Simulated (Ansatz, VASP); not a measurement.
# SnSe: VASP beside Ansatz

```xyz
2
Lattice="0.0000 3.0100 3.0100 3.0100 0.0000 3.0100 3.0100 3.0100 0.0000" Properties=species:S:1:pos:R:3 pbc="T T T"
Sn    0.0000    0.0000    0.0000
Se    3.0100    3.0100    2.9725
```

Change from the starting cell: all Se atoms moved +0.037 Å, as atom 2 towards its neighbour atom 1 (Sn) at 3.010 Å.

Alike in both runs: task single point; functional PBEsol; k mesh 8 × 8 × 8; occupations gaussian, width 0.05 eV; no spin polarisation.

|  | VASP | Ansatz |
| --- | --- | --- |
| version | VASP 6.6.1 | Ansatz 0.2.0 |
| potentials or method | VASP PAW PBE potentials, release 64 (Sn_d, Se) | scalar-relativistic, plane waves, PAW |
| plane-wave cutoff (eV) | 520 | 420 |
| valence electrons in the cell | 20 | 30 |

```tsv
	VASP	Ansatz	Ansatz less VASP
gap on the k mesh at the Fermi level (eV)	0.66	0.65	-0.002
least direct gap on the mesh (eV)	0.66	0.65	-0.002
pressure (GPa)	-1.9	-1.9	-0.01
```

The two sets of potentials don't hold the same shells in valence.

Caveats: the PAW data sets were made with another functional, which shifts forces and pressure a little (VASP); spin-orbit coupling is left out, which moves the levels of the heavy elements. A k mesh can miss the band edges.
